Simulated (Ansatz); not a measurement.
Stackings of close-packed layers of NaH (capitals for Na, lower case for the other element), each relaxed to a stress under 0.05 GPa; energies count from the stacking AcBaCb (Fm-3m).

The calculation used DFT PBE, scalar-relativistic, plane waves, PAW (Ansatz 0.2.0).

Cutoff 420 eV, Gaussian smearing of 0.02 eV, energies at zero smearing, symmetry of each start kept, no spin polarisation.

```csv
start,atoms,k mesh,excess energy (meV/atom),spacing of like layers (Å),a (Å),gap on the mesh (eV)
AbAc,4,9×9×6,44.2,2.942,3.345,3.37
AcBc,4,9×9×6,53.9,2.948,3.346,2.46
AcBcAbCb,8,9×9×3,27.4,2.873,3.379,3.19
AcBaCbAbCaBc,12,9×9×2,18.4,2.846,3.390,3.37
AcBcAbCaBc,10,9×9×3,22.0,2.856,3.385,3.17
AcBcAbCaBcAcBc,14,9×9×2,31.3,2.884,3.375,2.83
```

An odd mesh misses points on the zone edge, so a gap read on it can be too wide.

Cost: 6 runs of about 2.6 core-minutes in all, on Arm Neoverse V1 (shared hosts).